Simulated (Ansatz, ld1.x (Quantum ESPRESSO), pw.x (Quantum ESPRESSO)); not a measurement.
**silicon (Si) (bcc): variants of one RRKJ potential in the solid**

ld1.x (Quantum ESPRESSO) 7.5 input, shortened:

```
&input
   title='Si', zed=14., rel=1, dft='PW', iswitch=3,
   config='[Ne] 3s2 3p2 3d-2'
 /
 &inputp
   pseudotype=2, tm=.false., rho0=0.001, lloc=2,
   nlcc=.true., rcore=0.90
 /
3
3S  1  0   2.00   0.00  1.45  1.45  0.0
3P  2  1   2.00   0.00  1.50  1.50  0.0
3D  3  2  -2.00  -0.15  1.45  1.45  0.0
 &test
   configts(1)='3s2 3p2'
 /
```

Crystal test: bcc Si in pw.x 7.5, no spin, 15³ k-points, Fermi–Dirac smearing 0.01 Ry, cutoffs set for each file from its atomic test. The reference is all-electron LAPW (Ansatz 0.2.0) with the same functional, mesh and smearing; V0 and B0 come from Birch–Murnaghan fits to the pressures at five volumes. Errors are pseudo minus all-electron; Δ is the rms difference of the E(V) curves that follow from these fits, minima aligned, over ±6 % about the mean V0. Mesh and smearing are coarse, so the numbers serve the comparison and aren't converged zero-temperature values; the lattice is a test structure that the element need not adopt.

All-electron: a0 = 3.045 Å (V0 = 14.12 Å³/atom), B0 = 101.1 GPa.

Base: The logarithmic derivative shows an extra or strongly shifted pseudo pole above the reference energy (s near 0.58 Ry).

1 further variants are left out: they gave no file fit for a test, a broken result, the same result as the base, or pressures whose basis-set error rivals the error shown.

```csv
change,cutoffs (Ry),pw.x,a0 (Å),a0 error (%),B0 error (%),Δ (meV/atom),mean pressure error (GPa)
base,85/340,converged,3.032,-0.42,+1.4,4.0,-1.28
wave 3p (bound): rc 1.50 bohr becomes 3p (bound): rc 1.28 bohr,100/400,converged,3.030,-0.48,+1.8,4.5,-1.47
wave 3p (bound): rc 1.50 bohr becomes 3p (bound): rc 1.70 bohr,85/340,converged,3.033,-0.39,+1.1,3.7,-1.18
wave 3p (bound): rc 1.50 bohr becomes 3p (bound): rc 2.12 bohr,85/340,converged,3.034,-0.37,+0.9,3.4,-1.12
```

(1) Give the row for: wave 3p (bound): rc 1.50 bohr becomes 3p (bound): rc 1.96 bohr.

## Answers

(1) pw.x: converged; mean pressure error (GPa): -1.13; a0 (Å): 3.034; a0 error (%): -0.37; B0 error (%): +1.0; Δ (meV/atom): 3.5.
